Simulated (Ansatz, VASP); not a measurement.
# One calculation of As, two programs

```
CELL_PARAMETERS angstrom
3.57162 0.00000 0.00000
-1.78581 3.09312 0.00000
0.00000 0.00000 20.29512
ATOMIC_POSITIONS crystal
As 0.33333 0.66667 0.22173
As 0.66667 0.33333 0.29059
```

Alike in both runs: task single point; functional PBE; dispersion D3(BJ); k mesh 9 × 9 × 1; occupations gaussian, width 0.05 eV; no spin polarisation.

```csv
,VASP,Ansatz
version,VASP 6.6.1,Ansatz 0.2.0
potentials or method,"VASP PAW PBE potentials, release 64 (As)","scalar-relativistic, plane waves, PAW"
plane-wave cutoff (eV),520,420
valence electrons in the cell,10,30
```

```csv
,VASP,Ansatz,Ansatz less VASP
gap on the k mesh at the Fermi level (eV),1.55,1.55,-0.003
least direct gap on the mesh (eV),2.03,2.05,+0.013
rms of the force components (eV/Å),0.053,0.000,-0.0529
```

Atom by atom the forces differ by 0.053 eV/Å (rms over components). With one functional, cell and mesh, what is left measures potentials, basis and numerics. The two sets of potentials don't hold the same shells in valence.
